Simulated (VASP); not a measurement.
# BiTe (Fm-3m) in VASP: notebook, part 2 of 2

VASP 6.6.1. Earlier steps stand in the parts before.

## 3. Single point, PBE

File INCAR:

```
ALGO = Normal
EDIFF = 1E-7
ENCUT = 520
GGA = PE
ISIF = 2
ISMEAR = -1
LASPH = True
LCHARG = True
LELF = True
LREAL = False
LVHAR = True
LWAVE = False
NBANDS = 18
NELM = 100
PREC = Accurate
SIGMA = 0.05
```

File KPOINTS:

```
k-points
0
Gamma
  8 8 8
```

File POSCAR:

```
BiTe
1.0
    0.0000000000      3.2350000000      3.2350000000
    3.2350000000      0.0000000000      3.2350000000
    3.2350000000      3.2350000000      0.0000000000
Bi Te
1 1
Direct
    0.0000000000      0.0000000000      0.0000000000
    0.5000000000      0.5000000000      0.5000000000
```

Potentials or basis: VASP PAW PBE potentials, release 64 (Bi_d, Te).

Launch:

```bash
$ cat potpaw_PBE.64/Bi_d/POTCAR potpaw_PBE.64/Te/POTCAR > POTCAR
$ mpirun -np 1 vasp_std > vasp.out
```

OUTCAR:

```text
EDIFF = 1E-7
   ENCUT = 520
   GGA = PE
   ISIF = 2
   ISMEAR = -1
   LASPH = True
   LREAL = False
   NELM = 100
   PREC = Accurate

 ion  position               nearest neighbor table
   1  0.000  0.000  0.000-   2 3.23   2 3.23   2 3.23   2 3.23   2 3.23   2 3.23
   2  0.500  0.500  0.500-   1 3.23   1 3.23   1 3.23   1 3.23   1 3.23   1 3.23

  LATTYP: Found a face centered cubic cell.
 ALAT       =     6.4700000000

  Lattice vectors:

 A1 = (   0.0000000000,   3.2350000000,   3.2350000000)
 A2 = (   3.2350000000,   0.0000000000,   3.2350000000)
 A3 = (   3.2350000000,   3.2350000000,   0.0000000000)

Analysis of symmetry for initial positions (statically):
=====================================================================
 Subroutine PRICEL returns:
 Original cell was already a primitive cell.

 Routine SETGRP: Setting up the symmetry group for a
 face centered cubic supercell.

 Subroutine GETGRP returns: Found 48 space group operations
 (whereof 48 operations were pure point group operations)
 out of a pool of 48 trial point group operations.

The static configuration has the point symmetry O_h .

Analysis of symmetry for dynamics (positions and initial velocities):
=====================================================================
 Subroutine PRICEL returns:
 Original cell was already a primitive cell.

 Routine SETGRP: Setting up the symmetry group for a
 face centered cubic supercell.

 Subroutine GETGRP returns: Found 48 space group operations
 (whereof 48 operations were pure point group operations)
 out of a pool of 48 trial point group operations.

The dynamic configuration has the point symmetry O_h .

 Subroutine INISYM returns: Found 48 space group operations
 (whereof 48 operations are pure point group operations),
 and found     1 'primitive' translations

----------------------------------------------------------------------------------------

                                     Primitive cell

  volume of cell :      67.7100

  direct lattice vectors                    reciprocal lattice vectors
     0.000000000  3.235000000  3.235000000    -0.154559505  0.154559505  0.154559505
     3.235000000  0.000000000  3.235000000     0.154559505 -0.154559505  0.154559505
     3.235000000  3.235000000  0.000000000     0.154559505  0.154559505 -0.154559505

  length of vectors
     4.574980874  4.574980874  4.574980874     0.267704916  0.267704916  0.267704916

  position of ions in fractional coordinates (direct lattice)
     0.000000000  0.000000000  0.000000000
     0.500000000  0.500000000  0.500000000

  ion indices of the primitive-cell ions
   primitive index   ion index
                 1           1
                 2           2

----------------------------------------------------------------------------------------

 KPOINTS: k-points

Automatic generation of k-mesh.
 Grid dimensions read from file:
 generate k-points for:    8    8    8

 Generating k-lattice:

  Cartesian coordinates                     Fractional coordinates (reciprocal lattice)
    -0.019319938  0.019319938  0.019319938     0.125000000  0.000000000  0.000000000
     0.019319938 -0.019319938  0.019319938     0.000000000  0.125000000  0.000000000
     0.019319938  0.019319938 -0.019319938     0.000000000  0.000000000  0.125000000

  Length of vectors
     0.033463115  0.033463115  0.033463115

  Shift w.r.t. Gamma in fractional coordinates (k-lattice)
     0.000000000  0.000000000  0.000000000

 Subroutine IBZKPT returns following result:
 ===========================================

 Found     29 irreducible k-points:

 Following reciprocal coordinates:
            Coordinates               Weight
  0.000000  0.000000  0.000000      1.000000
  0.125000  0.000000  0.000000      8.000000
  0.250000  0.000000  0.000000      8.000000
  0.375000  0.000000  0.000000      8.000000
  0.500000  0.000000  0.000000      4.000000
  0.125000  0.125000  0.000000      6.000000
[... 16 lines left out ...]
  0.500000  0.250000  0.125000     48.000000
 -0.375000  0.250000  0.125000     24.000000
 [... further k-points ...]
   k-points           NKPTS =     29   k-points in BZ     NKDIM =     29   number of bands    NBANDS=     18
   number of dos      NEDOS =    301   number of ions     NIONS =      2
   total plane-waves  NPLWV =  46656
   dimension x,y,z NGX =    36 NGY =   36 NGZ =   36
   dimension x,y,z NGXF=    72 NGYF=   72 NGZF=   72
   ions per type =               1   1
   NGX,Y,Z   is equivalent  to a cutoff of  13.08, 13.08, 13.08 a.u.
   NGXF,Y,Z  is equivalent  to a cutoff of  26.16, 26.16, 26.16 a.u.
 SYSTEM =  unknown system
   PREC   = accura    normal or accurate (medium, high low for compatibility)
   ISTART =      0    job   : 0-new  1-cont  2-samecut
   ICHARG =      2    charge: 1-file 2-atom 10-const
   ISPIN  =      1    spin polarized calculation?
   LNONCOLLINEAR =      F non collinear calculations
   LSORBIT =      F    spin-orbit coupling
   LASPH  =      T    aspherical Exc in radial PAW
   ENCUT  =  520.0 eV  38.22 Ry    6.18 a.u.   8.51  8.51  8.51*2*pi/ulx,y,z
   NELM   =    100;   NELMIN=  2; NELMDL= -5     # of ELM steps
   EDIFF  = 0.1E-06   stopping-criterion for ELM
   LREAL  =      F    real-space projection
   EDIFFG = 0.1E-05   stopping-criterion for IOM
   NSW    =      0    number of steps for IOM
   IBRION =     -1    ionic relax: 0-MD 1-quasi-New 2-CG
   NFREE  =      0    steps in history (QN), initial steepest desc. (CG)
   ISIF   =      2    stress and relaxation
   ISYM   =      2    0-nonsym 1-usesym 2-fastsym
   POTIM  = 0.5000    time-step for ionic-motion
   TEBEG  =    0.0;   TEEND  =   0.0 temperature during run
   PSTRESS=    0.0 pullay stress
   NELECT =      21.0000    total number of electrons
   NUPDOWN=      -1.0000    fix difference up-down
   EMIN   =  10.00;   EMAX   =-10.00  energy-range for DOS
   EFERMI =   0.00;   METHOD = LEGACY
   ISMEAR =    -1;   SIGMA  =   0.05  broadening in eV -4-tet -1-fermi 0-gaus
   EFERMI_NEDOS =   21; number of points for ismear=-14 and -15
   IALGO  =     38    algorithm
   IMIX   =      4    mixing-type and parameters
     AMIX     =   0.40;   BMIX     =  1.00
     AMIX_MAG =   1.60;   BMIX_MAG =  1.00
  volume/ion in A,a.u.               =      33.86       228.46
  Fermi-wavevector in a.u.,A,eV,Ry     =   1.108146  2.094092 16.707785  1.227988
  Thomas-Fermi vector in A             =   2.244669
   LORBIT       =      0    0 simple, 1 ext, 2 COOP (PROOUT), +10 PAW based schemes
   GGA     = PE    functional components
   LHFCALC =     F    Hartree Fock is set to
   AEXX    =    0.0000 exact exchange contribution
   IVDW    =     0    specifies the selected vdW correction
   LEPSILON=     F    determine dielectric tensor
   LRPA    =     F    only Hartree local field effects (RPA)
 non-spin polarized calculation
  energy-cutoff  :      520.00
  volume of cell :       67.71
 maximum number of plane-waves:      1847
 NGX is ok and might be reduce to    36
   NGX = 17   NGY = 17   NGZ = 17

 number of electron      21.0000001 magnetization

 Free energy of the ion-electron system (eV)
  ---------------------------------------------------
  ext. energy  EPLUGINS =         0.00000000
  ---------------------------------------------------
  free energy    TOTEN  =        -7.18563264 eV

  energy without entropy =       -7.17469309  energy(sigma->0) =       -7.18016286

 E-fermi :   6.6487     XC(G=0):  -9.4322

 val. band max:        6.6449485782   @ k =  -0.2500   0.2500   0.0000
 cond. band min:       6.8270940926   @ k =   0.3750   0.1250   0.0000
 fundamental gap:      0.1821455144
 Fermi energy:         6.6487141194

 k-point     1 :       0.0000    0.0000    0.0000
  band No.  band energies     occupation
      1     -16.4861      2.00000
      2     -16.4861      2.00000
      3     -16.4834      2.00000
      4     -16.4834      2.00000
      5     -16.4834      2.00000
      6      -6.8721      2.00000
[... 10 lines left out ...]
     17      12.7710      0.00000
     18      13.2140      0.00000
[... 463 lines left out ...]
 k-point    24 :      -0.3750    0.2500    0.1250
  band No.  band energies     occupation
      1     -16.4931      2.00000
      2     -16.4881      2.00000
      3     -16.4803      2.00000
      4     -16.4783      2.00000
      5     -16.4753      2.00000
      6      -4.7613      2.00000
[... 10 lines left out ...]
     17      15.6214      0.00000
     18      17.5845      0.00000

 [... further k-points ...]

------------------------ aborting loop because EDIFF is reached ----------------------------------------

  FORCE on cell =-STRESS in cart. coord.  units (eV):
  Direction    XX          YY          ZZ          XY          YZ          ZX
  --------------------------------------------------------------------------------------
  -------------------------------------------------------------------------------------
  Total        0.2573808      0.2573808      0.2573808     -0.0000000     -0.0000000      0.0000000
  in kB        6.0902328      6.0902328      6.0902328     -0.0000000     -0.0000000      0.0000000
  external PRESSURE =       6.0902328 kB  Pullay stress =       0.0000000 kB

 VOLUME and BASIS-vectors are now :
 -----------------------------------------------------------------------------
  energy-cutoff  :      520.00
  volume of cell :       67.71
      direct lattice vectors                 reciprocal lattice vectors
     0.000000000  3.235000000  3.235000000    -0.154559505  0.154559505  0.154559505
     3.235000000  0.000000000  3.235000000     0.154559505 -0.154559505  0.154559505
     3.235000000  3.235000000  0.000000000     0.154559505  0.154559505 -0.154559505

 POSITION                                       TOTAL-FORCE (eV/Angst)
 -----------------------------------------------------------------------------------
      0.00000      0.00000      0.00000         0.000000      0.000000      0.000000
      3.23500      3.23500      3.23500        -0.000000     -0.000000     -0.000000
 -----------------------------------------------------------------------------------
    total drift:                               -0.000000      0.000000      0.000000

  FREE ENERGIE OF THE ION-ELECTRON SYSTEM (eV)
  ---------------------------------------------------
  free  energy   TOTEN  =        -7.1856326408 eV

  energy  without entropy=       -7.1746930886  energy(sigma->0) =       -7.18016286
```

OSZICAR:

```text
N       E                     dE             d eps       ncg     rms          rms(c)
DAV:   1     0.156450733182E+03    0.15645E+03   -0.97835E+03  1044   0.112E+03
DAV:   2     0.467710161081E+01   -0.15177E+03   -0.14747E+03  1112   0.302E+02
DAV:   3    -0.687015209854E+01   -0.11547E+02   -0.11400E+02  1282   0.875E+01
DAV:   4    -0.719223675103E+01   -0.32208E+00   -0.32186E+00  1242   0.158E+01
DAV:   5    -0.720522200135E+01   -0.12985E-01   -0.12985E-01  1430   0.298E+00    0.610E+00
DAV:   6    -0.718139555410E+01    0.23826E-01   -0.84242E-02  1480   0.180E+00    0.380E+00
DAV:   7    -0.718566479514E+01   -0.42692E-02   -0.25171E-02  1160   0.835E-01    0.564E-01
DAV:   8    -0.718550978753E+01    0.15501E-03   -0.39472E-03  1324   0.425E-01    0.104E-01
DAV:   9    -0.718562993151E+01   -0.12014E-03   -0.36235E-04  1186   0.113E-01    0.371E-02
DAV:  10    -0.718563261183E+01   -0.26803E-05   -0.11386E-05  1430   0.206E-02    0.286E-02
DAV:  11    -0.718563256910E+01    0.42731E-07   -0.56268E-06  1144   0.130E-02    0.793E-03
DAV:  12    -0.718563235401E+01    0.21509E-06   -0.61230E-07  1298   0.587E-03    0.375E-03
DAV:  13    -0.718563248973E+01   -0.13572E-06   -0.87990E-08   850   0.190E-03    0.107E-03
DAV:  14    -0.718563264938E+01   -0.15965E-06   -0.77167E-09   582   0.613E-04    0.838E-04
DAV:  15    -0.718563264078E+01    0.86002E-08   -0.15342E-09   578   0.322E-04
   1 F= -.71856326E+01 E0= -.71801629E+01  d E =-.109396E-01
```

stdout:

```text
POSCAR found type information on POSCAR BiTe
 POSCAR found :  2 types and       2 ions
 scaLAPACK will be used
 LDA part: xc-table for (Slater+PW92), standard interpolation
 POSCAR, INCAR and KPOINTS ok, starting setup
 FFT: planning ... GRIDC
 FFT: planning ... GRID_SOFT
 FFT: planning ... GRID
 WAVECAR not read
 entering main loop
```

Wall time 26 s (1 thread of AMD EPYC 9R45 (Zen 5), shared host); peak memory 0.19 GiB.

Results:

| Item | Value |
| --- | --- |
| Free energy | -7.1856 eV |
| Pressure | 0.6 GPa |
| Band gap on the k mesh | none (metal or under the smearing width) |

Caveat: spin-orbit coupling is left out, which moves the levels of the heavy elements.
